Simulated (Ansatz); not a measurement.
# NbSi2N4 monolayer in a perpendicular field, part 2 of 3

Aim: how the NbSi2N4 monolayer screens a field along its normal, and what the field does to its bands. A positive field points along +c.

Ansatz 0.2.0; plane-wave DFT, PBE-D3(BJ), Ansatz PAW.

So far. Step 2 (Relaxing the slab): The lattice constant a goes from 2.920 to 2.950 Å.

## (3) Atoms held, field 0

A sawtooth potential applies the field, turning back in the middle of the vacuum. With the dipole correction the typed value is the field outside the slab. The induced dipole is small, so the SCF threshold is tight.

The cell differs from the one that the last finished run ended in (c 45.359 → 25.016 Å).

Input file input.yaml:

```yaml
crystal:
  lattice:
    - [2.9502389782, 0.0, 0.0]
    - [-1.4751194891, 2.5549819024, 0.0]
    - [0.0, 0.0, 25.0156502269]
  atoms:
    - { symbol: "N", position: [0.0, 0.0, 0.3597747777], spin: 0.01 }
    - { symbol: Si, position: [0.3333333333, 0.6666666667, 0.3799187159] }
    - { symbol: "N", position: [0.3333333333, 0.6666666667, 0.4497628605], spin: 0.01 }
    - { symbol: Nb, position: [0.0, 0.0, 0.5], spin: 0.35 }
    - { symbol: "N", position: [0.3333333333, 0.6666666667, 0.5502371395], spin: 0.01 }
    - { symbol: Si, position: [0.3333333333, 0.6666666667, 0.6200812841] }
    - { symbol: "N", position: [0.0, 0.0, 0.6402252223], spin: 0.01 }
magnetization:
  spin_polarized: true
kpoints:
  mp_grid: { grid: [18, 18, 1] }
  band_path:
    path: [[0, 0, 0], [0.5, 0, 0], [0.33333333, 0.33333333, 0], [0, 0, 0]]
    npoints: 16
hamiltonian:
  xc: pbe
  dispersion: d3bj
scf:
  occupations: { method: fermi_dirac, width: 0.02585 }
  convergence: { dr2_threshold: 1.0e-10 }
efield:
  axis: 3
  dipole_correction: true
  ramp_position: 0.97
  ramp_width: 0.06
  amplitude: 0
output:
  dos: { projected: true, e_range: [-6, 5] }
  write_potential: true
  write_density: true
  volumetric_format: npy
  elf: true
```

On the command line:

```sh
$ ansatz run input.yaml --threads 2 --pin off --max-ram 3072MiB --backend cpu --events-out ev --progress --plain --runs-dir out
```

Numbers of over 12 decimals in the logs are rounded to 6 here.

The log of the run:

```text
[...]
Crystal: 7 atoms, lattice volume = 188.563 Å³
Basis set: ecut = 420 eV, 3611 PW (Γ)
Bands: 28, of which v1, the nominal top of the filled ones, is band 21 counted from 1 (20 counted from 0)
Symmetry: 6 space group operations
k-points: 37 of 324 (time reversal used)
[...]
Starting moments: Σ|m| = 0.39 μB on 5 of 7 sites
[...]
SCF iter   1: F=—  HF=-7341.943978 eV  |F-HF|=—  |Δ(HF+E_count)|=         —  Δρ=3.91e-2 (↑3.91e-2 ↓3.88e-2)  dr2=1.49e1  dr2_m=1.35e-2  M=0.084 μB ∫|m|=0.113 μB  β_m=0.38  ethr=3.10e-3  p=0.000 e·Å  D=1.61e-13 V/Å  ΔV_dip=-0.00 eV  dr2_dipole=7.47e-8  V_vac-E_F(+/−)=6.49/6.49 eV  ⟨swp⟩=10.0  Hψ=13743  notcnv=0
[...]
efield: sawtooth ramp at fractional position 0.9700 (set: `efield.ramp_position`, or a place that a band, a saddle search or an elastic batch's reference lends), width 0.0600; the density the first Hamiltonian is built on has a dipole p = 0.000 e·Å; the dipole correction subtracts the counter field D = 1.61e-13 V/Å, which shifts the + side's vacuum level by -0.00 eV against the − side's; the planar-averaged density in the ramp window peaks in size at 5.3e-7 e/Å³
[...]
SCF iter   2: F=—  HF=-7356.802529 eV  |F-HF|=—  |Δ(HF+E_count)|=    1.49e1  Δρ=1.90e-2 (↑1.90e-2 ↓1.86e-2)  dr2=3.16e0  dr2_m=3.79e-3  M=0.121 μB ∫|m|=0.128 μB  β_m=0.41  ethr=3.10e-3  p=-0.000 e·Å  D=-9.77e-6 V/Å  ΔV_dip=0.00 eV  dr2_dipole=7.63e-9  V_vac-E_F(+/−)=5.79/5.79 eV  ⟨swp⟩=4.1  Hψ=6065  notcnv=0  defer=114
density mixer auto → msr1: a metal under ldos (density of states about μ 0.83 of a free-electron gas's, 16 screened modes)
SCF iter   3: F=—  HF=-7367.360443 eV  |F-HF|=—  |Δ(HF+E_count)|=    1.06e1  Δρ=1.16e-2 (↑1.16e-2 ↓1.15e-2)  dr2=5.44e-1  dr2_m=3.23e-4  M=0.156 μB ∫|m|=0.158 μB  β_m=0.56  ethr=3.10e-3  p=-0.000 e·Å  D=-7.69e-7 V/Å  ΔV_dip=0.00 eV  dr2_dipole=2.86e-11  V_vac-E_F(+/−)=5.57/5.57 eV  ⟨swp⟩=4.4  Hψ=5913  notcnv=0  defer=104
[...]
SCF iter  17: F=-7368.249244 eV  HF=-7368.249244 eV  |F-HF|=7.28e-12  |Δ(HF+E_count)|=  1.54e-10  Δρ=4.70e-8 (↑3.47e-8 ↓4.70e-8)  dr2=9.76e-12  dr2_m=1.51e-12  M=0.882 μB ∫|m|=0.898 μB  ethr=1.00e-12  p=0.000 e·Å  D=5.07e-9 V/Å  ΔV_dip=-0.00 eV  dr2_dipole=5.43e-16  V_vac-E_F(+/−)=5.40/5.40 eV  ⟨swp⟩=12.5  Hψ=9887  notcnv=0
SCF 1 converged in 17 iterations: F = -7368.249244 eV  dr2 = 9.76e-12
[...]
NSCF: frozen V_eff on 49 k-points
efield: sawtooth ramp at fractional position 0.9700 (kept from the solve that this one continues, or follows in the run), width 0.0600; the density the first Hamiltonian is built on has a dipole p = 0.000 e·Å; the dipole correction subtracts the counter field D = 5.07e-9 V/Å, which shifts the + side's vacuum level by -0.00 eV against the − side's; the planar-averaged density in the ramp window peaks in size at 7.0e-8 e/Å³
SCF converged after 17 iterations
Magnetization: 0.8820 μB (20.9410 up, 20.0590 down)
Absolute magnetization: 0.8989 μB (∫|ρ↑−ρ↓|, with the PAW one-centre terms)
[...]
Per-site moments (μB) at R_I (Å): [(0.00811925, 0.732723), (0.00377567, 0.720719), (0.00737285, 0.720719), (0.359060, 0.873160), (0.00737285, 0.720719), (0.00377566, 0.720719), (0.00811926, 0.732723)]
Free energy (F): -7368.249244 eV
[...]
Internal energy: -7368.245186 eV  (E = F + TS)
E sigma→0 (E₀):  -7368.247215 eV
Entropy (-TS):   -0.004057 eV (-0.580 meV/atom)
Fermi energy:    1.292812 eV
Dipole field:    D = 0.000000 V/Å  (p = 0.000000 e·Å, saw-weighted, corrected)
Work function:   Φ+ = 5.4045 eV   Φ− = 5.4045 eV
Levels:          The Fermi level and band energies are counted from a zero that moves with the ramp; work functions are not
[...]
--- Band table (eV; the first three rows and the last of 74) ---
  k-point 0 ↑: bands = [... 17 lower, -0.8994, -0.8994, -0.8738, 1.5335, 4.5549, 4.5549, 5.0277, 5.0324, ... 3 higher]
  k-point 1 ↑: bands = [... 17 lower, -1.0580, -0.9598, -0.7206, 1.5127, 4.3682, 4.5537, 4.8975, 5.2442, ... 3 higher]
  k-point 2 ↑: bands = [... 17 lower, -1.2091, -1.1255, -0.6527, 1.3761, 4.2273, 4.5541, 4.8177, 5.4910, ... 3 higher]
  k-point 36 ↓: bands = [... 17 lower, -2.4034, -0.5636, 0.1616, 1.9720, 4.5304, 5.2138, 6.5230, 6.8152, ... 3 higher]
```

Run time: 57 s. Hardware: 2 threads of Intel Xeon at 2.70GHz, shared host; peak memory 0.75 GiB.

Numbers from this step:

```
energy at zero smearing   : -7368.2472 eV
total moment              : 0.8820 μB
site moments              : 0.008119, 0.003776, 0.007373, 0.3591, 0.007373, 0.003776, 0.008119 μB
work function, upper face : 5.404 eV
dipole along the normal   : 3.89e-8 e·Å
```

Running mean over a fixed 2.6 Å (it still follows the layers) of the planar mean; the ramp of the sawtooth is left out. Electron's electrostatic potential energy less the Fermi level against z:

z (Å), electron's electrostatic potential energy less the Fermi level (eV) and a bar from the least value:
```
      3.5        5.4 ##############################
      4.0        5.4 ##############################
      4.5        5.4 ##############################
      5.0        5.4 ##############################
      5.5        5.4 ##############################
      6.0        5.4 ##############################
      6.5        5.3 ##############################
      7.0        4.9 #############################
      7.5        3.0 ##########################
      8.0       -1.5 ###################
      8.5       -5.7 ############
      9.0       -8.0 #########
      9.5       -9.0 #######
     10.0       -9.8 ######
     10.5       -8.6 ########
     11.0       -8.1 #########
     11.5      -10.4 #####
     12.0      -12.8 #
     12.5      -13.6 
     13.0      -12.8 #
     13.5      -10.5 #####
     14.0       -8.2 #########
     14.5       -8.5 ########
     15.0       -9.8 ######
     15.5       -9.0 #######
     16.0       -8.1 #########
     16.5       -5.8 ############
     17.0       -1.6 ###################
     17.5        2.9 ##########################
     18.0        4.9 #############################
     18.5        5.3 ##############################
     19.0        5.4 ##############################
     19.5        5.4 ##############################
     20.0        5.4 ##############################
     20.5        5.4 ##############################
     21.0        5.4 ##############################
     21.5        5.4 ##############################
```

The density of states has structure finer than the step of the table below, so its rows give means over 0.25 eV, whole bins alone (the curve runs from -6 to 1.99 eV). Peaks (eV: height): total -5.810: 5.93, -5.310: 7.63, -3.050: 4.99, -2.140: 8.00, -2.000: 7.52, -0.820: 6.22, 0.040: 7.55; up -5.700: 2.91, -5.370: 4.86, -3.050: 3.63, -2.500: 2.85, -2.170: 4.90, -2.000: 4.32, -0.820: 6.22; down -5.810: 3.53, -5.310: 4.98, -2.940: 3.29, -2.420: 2.57, -2.140: 4.19, -1.920: 4.37, 0.040: 7.36.

The density of states by energy, zero at the Fermi level; means over each step; values in states/eV a cell:

```csv
energy (eV),total,up,down
-5.75,5.10,2.39,2.71
-5.50,3.65,2.03,1.63
-5.25,5.87,2.73,3.14
-5.00,3.89,1.99,1.90
-4.75,4.21,2.26,1.95
-4.50,3.53,1.60,1.93
-4.25,2.58,1.19,1.39
-4.00,2.28,1.09,1.19
-3.75,1.79,0.912,0.880
-3.50,3.21,1.82,1.38
-3.25,3.91,1.91,2.00
-3.00,4.52,2.24,2.28
-2.75,3.63,1.84,1.79
-2.50,4.15,2.05,2.10
-2.25,5.11,2.68,2.44
-2.00,6.35,2.96,3.39
-1.75,1.86,0.795,1.06
-1.50,0.832,0.409,0.423
-1.25,0.634,0.291,0.344
-1.00,0.00183,0,0.00183
-0.75,2.42,2.42,0
-0.50,0.936,0.936,0
-0.25,0.478,0.478,0
0.00,2.06,0.200,1.86
0.25,1.49,0.144,1.35
0.50,0.612,0,0.612
0.75,0.254,0,0.254
1.00,0.139,0,0.139
1.25,0,0,0
```

Projected DOS per atom over height of the atomic layer and energy from the Fermi level. Layers: N Si N Nb N Si N from below.

Ten even steps from '_' (0.00 states/eV) to '@' (1.40 states/eV), each cell a mean:
```
______________
______________
______________
______..______
______++______
______@@______
______--______
______@@______
______________
..__..__..__..
==__**..**__==
%%__@@--@@__%%
==__##==##__==
++__**==**__++
==__**==**__==
::__==--==__::
--__::::::__--
==__------__==
++..++==++..++
##::==::==::##
++::++==++::++
++--**==**--++
```
Columns: height of the atomic layer (Å) from 9 to 16.0 (not evenly spaced); rows upwards: energy from the Fermi level (eV) from -5.96 to 1.96.

Projected DOS per atom, spin up over height of the atomic layer and energy from the Fermi level. Layers: N Si N Nb N Si N from below.

Values in states/eV, 22 rows by 7 columns, each cell a mean:
```
0.00 0.00 0.00 0.00 0.00 0.00 0.00
0.00 0.00 0.00 0.00 0.00 0.00 0.00
0.00 0.00 0.00 0.00 0.00 0.00 0.00
0.00 0.00 0.00 0.00 0.00 0.00 0.00
0.00 0.00 0.01 0.03 0.01 0.00 0.00
0.01 0.01 0.02 0.15 0.02 0.01 0.01
0.01 0.01 0.06 0.50 0.06 0.01 0.01
0.05 0.02 0.14 1.36 0.14 0.02 0.05
0.02 0.00 0.02 0.00 0.02 0.00 0.02
0.10 0.00 0.09 0.01 0.09 0.00 0.10
0.28 0.01 0.38 0.08 0.38 0.01 0.28
0.60 0.02 0.71 0.22 0.71 0.02 0.60
0.31 0.02 0.48 0.31 0.48 0.02 0.31
0.37 0.03 0.44 0.32 0.44 0.03 0.37
0.33 0.04 0.47 0.34 0.47 0.04 0.33
0.17 0.02 0.31 0.24 0.31 0.02 0.17
0.22 0.03 0.17 0.20 0.17 0.03 0.22
0.29 0.06 0.19 0.24 0.19 0.06 0.29
0.38 0.12 0.37 0.36 0.37 0.12 0.38
0.50 0.16 0.32 0.24 0.32 0.16 0.50
0.43 0.17 0.37 0.28 0.37 0.17 0.43
0.37 0.21 0.47 0.32 0.47 0.21 0.37
```
Columns: height of the atomic layer (Å) from 9 to 16.0 (not evenly spaced); rows upwards: energy from the Fermi level (eV) from -5.96 to 1.96.

Projected DOS per atom, spin down over height of the atomic layer and energy from the Fermi level. Layers: N Si N Nb N Si N from below.

Values in states/eV, 22 rows by 7 columns, each cell a mean:
```
0.00 0.00 0.00 0.00 0.00 0.00 0.00
0.00 0.00 0.00 0.00 0.00 0.00 0.00
0.00 0.00 0.00 0.04 0.00 0.00 0.00
0.01 0.01 0.02 0.24 0.02 0.01 0.01
0.01 0.01 0.06 0.73 0.06 0.01 0.01
0.03 0.02 0.09 1.18 0.09 0.02 0.03
0.00 0.00 0.00 0.00 0.00 0.00 0.00
0.00 0.00 0.00 0.00 0.00 0.00 0.00
0.03 0.00 0.03 0.00 0.03 0.00 0.03
0.10 0.00 0.10 0.01 0.10 0.00 0.10
0.37 0.01 0.53 0.11 0.53 0.01 0.37
0.54 0.02 0.70 0.23 0.70 0.02 0.54
0.33 0.02 0.51 0.30 0.51 0.02 0.33
0.38 0.03 0.46 0.31 0.46 0.03 0.38
0.29 0.04 0.46 0.30 0.46 0.04 0.29
0.13 0.02 0.27 0.19 0.27 0.02 0.13
0.24 0.04 0.19 0.21 0.19 0.04 0.24
0.30 0.07 0.28 0.28 0.28 0.07 0.30
0.38 0.12 0.38 0.27 0.38 0.12 0.38
0.53 0.17 0.28 0.17 0.28 0.17 0.53
0.41 0.17 0.37 0.28 0.37 0.17 0.41
0.38 0.22 0.44 0.29 0.44 0.22 0.38
```
Columns: height of the atomic layer (Å) from 9 to 16.0 (not evenly spaced); rows upwards: energy from the Fermi level (eV) from -5.96 to 1.96.

Deep bands are left out, so band numbers here count from the lowest band kept and differ from the log's. The electronic bands at the labelled points (eV, zero at the Fermi level; # counts the bands kept):

```csv
point,up #10,up #11,up #12,up #13,down #10,down #11,down #12,down #13
Γ,-2.19,-2.19,-2.17,0.24,-2.13,-2.11,-2.11,0.96
halfway,-2.97,-2.63,-2.16,-0.67,-2.90,-2.45,-2.12,0.17
M,-2.26,-2.25,-1.73,-0.70,-2.22,-2.18,-1.68,0.11
halfway,-2.79,-2.00,-1.60,-0.50,-2.66,-1.93,-1.56,0.31
K,-3.88,-1.92,-1.17,-0.14,-3.70,-1.86,-1.13,0.68
halfway,-2.45,-2.33,-2.19,-0.81,-2.33,-2.29,-2.13,0.05
Γ,-2.19,-2.19,-2.17,0.24,-2.13,-2.11,-2.11,0.96
```

Spin density in the ca plane at fractional y = 0.667, with atoms of Si and N within 0.2 Å of it.

Ten even steps from '0' (0.00 e/Å³) to '9' (0.12 e/Å³), each cell a mean:
```
00000000000000000000002793100000000000000000
00000000000000000000002793100000000000000000
00000000000000000000001462000000000000000000
00000000000000000000000120000000000000000000
00000000000000000011000000001110000000000000
00000000000000000011000000001110000000000000
00000000000000000000000110000000000000000000
00000000000000000000001452000000000000000000
```
Columns run along c (16.0 Å, from fractional 0.16 to 0.79 of the cell), rows up along a (3.0 Å). Atoms in or near the plane, at fractional coordinates: Si at (0.38, 0.33), N at (0.45, 0.33), N at (0.55, 0.33), Si at (0.62, 0.33).

Electrostatic potential energy in the ca plane at fractional y = 0.667, with atoms of Si and N within 0.2 Å of it. With pseudopotentials it is smooth inside the atoms' cores, unlike the true potential.

Values in eV, 5 rows by 16 columns, each cell a mean:
```
  7   7   7   7   5  -1   2   2 -18  -8   3   0   1   6   7   7
  7   7   7   7   4  -7  -2   1 -11  -5   2  -7  -2   6   7   7
  7   7   7   6   0 -40 -23 -34  -5 -19 -23 -41 -21   5   7   7
  7   7   7   6  -1 -47 -30 -47  -6 -25 -33 -47 -26   4   7   7
  7   7   7   6   3 -16  -7  -5  -7  -5  -3 -16  -6   5   7   7
```
Columns run along c (16.0 Å, from fractional 0.16 to 0.79 of the cell; values clipped at the 3rd and 97th percentile), rows up along a (3.0 Å). Atoms in or near the plane, at fractional coordinates: Si at (0.38, 0.33), N at (0.45, 0.33), N at (0.55, 0.33), Si at (0.62, 0.33).

ELF in the ca plane at fractional y = 0.667, with atoms of Si and N within 0.2 Å of it. It is the smooth field of the valence electrons, not physical close to the nuclei.

Values, 5 rows by 16 columns, each cell a mean:
```
0.00 0.00 0.00 0.10 0.51 0.66 0.20 0.14 0.36 0.20 0.12 0.43 0.66 0.32 0.03 0.00
0.00 0.00 0.00 0.06 0.42 0.68 0.31 0.49 0.26 0.35 0.42 0.45 0.65 0.23 0.02 0.00
0.00 0.00 0.00 0.01 0.19 0.30 0.56 0.66 0.39 0.61 0.72 0.33 0.32 0.08 0.00 0.00
0.00 0.00 0.00 0.01 0.15 0.22 0.61 0.51 0.43 0.56 0.66 0.36 0.21 0.06 0.00 0.00
0.00 0.00 0.00 0.04 0.34 0.61 0.40 0.68 0.27 0.48 0.60 0.42 0.59 0.16 0.01 0.00
```
Columns run along c (16.0 Å, from fractional 0.16 to 0.79 of the cell), rows up along a (3.0 Å). Atoms in or near the plane, at fractional coordinates: Si at (0.38, 0.33), N at (0.45, 0.33), N at (0.55, 0.33), Si at (0.62, 0.33).

The work function of the upper face is 5.40 eV.

## (4) Single point, field 0.1 V/Å

Edit input.yaml of step 3 so:

```diff
@@ -29,7 +29,6 @@
   dipole_correction: true
-  ramp_position: 0.97
-  ramp_width: 0.06
-  amplitude: 0
+  ramp_position: 0.9364
+  ramp_width: 0.1271
+  amplitude: 0.1
 output:
-  dos: { projected: true, e_range: [-6, 5] }
   write_potential: true
@@ -37,2 +36 @@
   volumetric_format: npy
-  elf: true
```

The log of the run:

```text
[...]
Crystal: 7 atoms, lattice volume = 188.563 Å³
Basis set: ecut = 420 eV, 3611 PW (Γ)
Bands: 28, of which v1, the nominal top of the filled ones, is band 21 counted from 1 (20 counted from 0)
Symmetry: 6 space group operations
k-points: 37 of 324 (time reversal used)
[...]
Starting moments: Σ|m| = 0.39 μB on 5 of 7 sites
[...]
k-point 1 ↑: bands = [... 17 lower, -1.0578, -0.9599, -0.7204, 1.5126, 4.3668, 4.5535, 4.8943, 5.2441, ... 3 higher]
  k-point 2 ↑: bands = [... 17 lower, -1.2086, -1.1256, -0.6526, 1.3760, 4.2260, 4.5540, 4.8169, 5.4908, ... 3 higher]
  k-point 36 ↓: bands = [... 17 lower, -2.4034, -0.5650, 0.1630, 1.9718, 4.5303, 5.2133, 6.5225, 6.8152, ... 3 higher]
[key lines of the parts left out:]
SCF converged after 17 iterations
Magnetization: 0.8820 μB (20.9410 up, 20.0590 down)
Free energy (F): -7368.250902 eV
Fermi energy:    1.292708 eV
Dipole field:    D = 0.031823 V/Å  (p = 0.033161 e·Å, saw-weighted, corrected)
```

It took 54 s on 2 threads; peak memory 0.74 GiB; 1.7 min of CPU time.

The dipole is 0.0332 e·Å.

(Continued in part 3 of 3.)

[Logs are printed without paths, hosts, clocks, repeated set-up lines and the standing remarks that a program may print on its own settings, such as how far it seeks lower states.]

[Hosts, paths, dates, database ids (printed as entryN), source tags and the programs' standing remarks are cut or masked in the printed files.]

[Maps of the electrostatic potential energy from Ansatz leave out the sawtooth potential of an applied field or a dipole correction, so their vacuum need not be flat; planar profiles and work functions include it.]

[The density of states shown here was stored with 400 of the rows of the run's finer table, so its peaks can read low, often by over a quarter, or be missed, and its means over a window can be off by a tenth or more.]
